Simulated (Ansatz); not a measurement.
The system is InP.

```
In P
1.0
     0.00000    2.93050    2.93050
     2.93050    0.00000    2.93050
     2.93050    2.93050    0.00000
In P
1 1
Cartesian
  0.0000 0.0000 0.0000
  4.3957 4.3957 4.3957
```

Base run:

```yaml
Program: Ansatz 0.2.0
Functional: RPBE
Potentials_or_basis: all-electron LAPW, scalar-relativistic
Cutoff: 244 eV
Density_cutoff: 978 eV
Basis_error_allowed: 0.001 eV/atom
k_mesh: 8 × 8 × 8
Occupations: fermi-dirac, width 0.05 eV
Spin: no spin polarisation
```

Its results: band gap on the k mesh 0.85 eV, direct; pressure 5.2 GPa.

Q: After a change of settings the same cell gave: band gap on the k mesh 0.61 eV, direct; pressure 0.6 GPa. Which change was it?
A. functional from RPBE to PBEsol
B. functional from RPBE to LDA
C. functional from RPBE to PBE
D. occupations from fermi-dirac, width 0.05 eV to gaussian, width 0.05 eV

A: A.

PBEsol binds more tightly than RPBE, so the same cell stands under less pressure.

Caveats: spin-orbit coupling is left out, which moves the levels of the heavy elements.

Not every run made on this cell is shown here.
